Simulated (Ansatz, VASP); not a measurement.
LiF in VASP and in Ansatz

```xyz
2
Lattice="0.0000 1.9151 2.0553 1.9151 0.0000 2.0553 1.9151 1.9151 0.0000" Properties=species:S:1:pos:R:3 pbc="T T T"
Li    0.0000    0.0000    0.0000
F     1.9151    1.9151    2.0553
```

Change from the starting cell: epitaxial_xy strain -4.0%.

Alike in both runs: task single point; functional r2SCAN; k mesh 10 × 10 × 10; no spin polarisation.

|  | VASP | Ansatz |
| --- | --- | --- |
| version | VASP 6.6.1 | Ansatz 0.2.0 |
| potentials or method | VASP PAW PBE potentials, release 64 (Li_sv, F) | plane waves, PAW |
| plane-wave cutoff (eV) | 520 | 500 |
| occupations | gaussian, width 0.01 eV | fixed |
| valence electrons in the cell | 10 | 10 |

VASP gave:

- gap on the k mesh at the Fermi level (eV): 10.96

Task: Estimate Ansatz's values.

Result: gap on the k mesh at the Fermi level (eV): 10.73.

 A k mesh can miss the band edges.
